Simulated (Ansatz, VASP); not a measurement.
## Fe in VASP and in Ansatz

Contents of INCAR:

```
SYSTEM = Fe
ALGO     = Normal         ! electronic algorithm
EDIFF    = 1E-6           ! SCF threshold, eV
ENCUT    = 520            ! plane-wave cutoff, eV
GGA      = RE             ! functional
ISIF     = 2              ! what is computed and relaxed
ISMEAR   = 0              ! smearing method
ISPIN    = 2              ! spin polarisation
LASPH    = .TRUE.         ! aspherical terms in the spheres
LCHARG   = .TRUE.         ! write CHGCAR
LELF     = .TRUE.         ! ELF
LMAXMIX  = 4              ! l up to which the mixer works
LORBIT   = 11             ! projections on sites
LREAL    = .FALSE.        ! projectors in reciprocal space
LVHAR    = .TRUE.       
LWAVE    = .FALSE.        ! write WAVECAR
MAGMOM   = -1.82 1.82     ! initial moments
NBANDS   = 19             ! bands
NELM     = 150            ! most SCF steps
PREC     = Accurate       ! precision mode
SIGMA    = 0.1            ! smearing width, eV
```

Contents of KPOINTS:

```
k-points
0
G
  6 6 4
  0 0 0
```

Contents of POSCAR:

```
Fe
1.0
    1.7000753688     -1.7262356591      0.0000000000
    1.7000753688      1.7262356591      0.0000000000
    0.0000000000      0.0000000000      3.7097032485
Fe
2
Direct
    0.5000000000      0.5000000000      0.5000000000
    0.0000000000      0.0000000000      0.0000000000
```

Input for Ansatz:

```yaml
crystal:
  lattice:
    - [1.7000753688, -1.7262356591, 0.0]
    - [1.7000753688, 1.7262356591, 0.0]
    - [0.0, 0.0, 3.7097032485]
  atoms:
    - { symbol: Fe, position: [0.5, 0.5, 0.5], spin: -1.82 }
    - { symbol: Fe, position: [0.0, 0.0, 0.0], spin: 1.82 }
basis:
  ecutwfc: 420
kpoints:
  mp_grid: { grid: [6, 6, 4] }
hamiltonian:
  xc: revpbe
scf:
  occupations: { method: gaussian, width: 0.1 }
  lower_state_search: "off"
output:
  forces: true
  stress: true
  eigenvalues: true
  populations: true
magnetization:
  spin_polarized: true
```

Alike in both runs: task single point; functional revPBE; k mesh 6 × 6 × 4; occupations gaussian, width 0.1 eV; collinear spin.

```csv
,VASP,Ansatz
version,VASP 6.6.1,Ansatz 0.2.0
potentials or method,"VASP PAW PBE potentials, release 64 (Fe)","scalar-relativistic, plane waves, PAW"
plane-wave cutoff (eV),520,420
valence electrons in the cell,16,32
```

Ansatz gave:

```
gap on the k mesh at the Fermi level (eV)                     : none
pressure (GPa)                                                : 4.2
largest component of the traceless stress (GPa)               : 0.30
net moment per atom (μB)                                      : 0.00
size of the moment on the site where the two differ most (μB) : 1.69
```

Question: What did VASP give for the same quantities?

Answer: gap on the k mesh at the Fermi level (eV): none; pressure (GPa): 4.0; largest component of the traceless stress (GPa): 0.99; net moment per atom (μB): 0.00; size of the moment on the site where the two differ most (μB): 1.75.

Site moments also hang on the region over which each program counts them. A gap of «none» marks a metal or a gap that the smearing closes. With one functional, cell and mesh, what is left measures potentials, basis and numerics. The two sets of potentials don't hold the same shells in valence.

Caveats: the k mesh is coarse (spacing up to 0.43 Å⁻¹), so the values aren't converged; the PAW data sets were made with another functional, which shifts forces and pressure a little (VASP).
